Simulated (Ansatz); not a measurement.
# CO2: the cost of one run

Computed with Ansatz 0.2.0 (DFT, PBE, plane-wave PAW, default files, scalar-relativistic, as far as a step names no other, unless a step's input says otherwise).

**1. The starting structure**

Symmetry: Pbcn, No. 60, orthorhombic system. The conventional cell has a = 4.785 Å, b = 6.316 Å, c = 5.679 Å, α = 90.00°, β = 90.00°, γ = 90.00°. C (site symmetry 2) is surrounded by 2 O at 1.17 Å. O (site symmetry 1) is surrounded by 1 C at 1.17 Å.

Structure file:

```
C O
1.0
     4.78455    0.00000    0.00000
     0.00000    6.31554    0.00000
     0.00000    0.00000    5.67889
C O
4 8
Direct
  0.50000 0.85300 0.75000
  0.00000 0.35300 0.75000
  0.00000 0.64700 0.25000
  0.50000 0.14700 0.25000
  0.70097 0.14633 0.13358
  0.29903 0.14633 0.36642
  0.79903 0.64633 0.13358
  0.20097 0.35367 0.86642
  0.20097 0.64633 0.36642
  0.79903 0.35367 0.63358
  0.70097 0.85367 0.63358
  0.29903 0.85367 0.86642
```

**2. Gradients at the starting positions**

Contents of input.yaml:

```yaml
crystal:
  lattice:
    - [4.78454533, 0.0, 0.0]
    - [0.0, 6.31553964, 0.0]
    - [0.0, 0.0, 5.67889084]
  atoms:
    - { symbol: C, position: [0.5, 0.85299852, 0.75] }
    - { symbol: C, position: [0.0, 0.35299852, 0.75] }
    - { symbol: C, position: [0.0, 0.64700148, 0.25] }
    - { symbol: C, position: [0.5, 0.14700148, 0.25] }
    - { symbol: O, position: [0.70097112, 0.14632846, 0.13358302] }
    - { symbol: O, position: [0.29902888, 0.14632846, 0.36641698] }
    - { symbol: O, position: [0.79902888, 0.64632846, 0.13358302] }
    - { symbol: O, position: [0.20097112, 0.35367154, 0.86641698] }
    - { symbol: O, position: [0.20097112, 0.64632846, 0.36641698] }
    - { symbol: O, position: [0.79902888, 0.35367154, 0.63358302] }
    - { symbol: O, position: [0.70097112, 0.85367154, 0.63358302] }
    - { symbol: O, position: [0.29902888, 0.85367154, 0.86641698] }
kpoints:
  mp_grid: { grid: [5, 4, 4] }
scf:
  occupations: { method: fermi_dirac, width: 0.02 }
hamiltonian:
  xc: pbe
  pseudopotentials: { kind: paw }
output:
  forces: true
  stress: true
  populations: true
  efg: { quadrupole_moments_barn: { O: -0.02558 }, contact_densities: true }
```

On the command line:

```sh
ansatz run input.yaml --threads 1 --pin off --max-ram 2560MiB --backend cpu --events-out ev --progress --plain --runs-dir out
```

Q: Estimate wall time and peak memory on 1 thread of Arm Neoverse V2, shared host.

About 12 s, with a peak of 0.45 GiB.
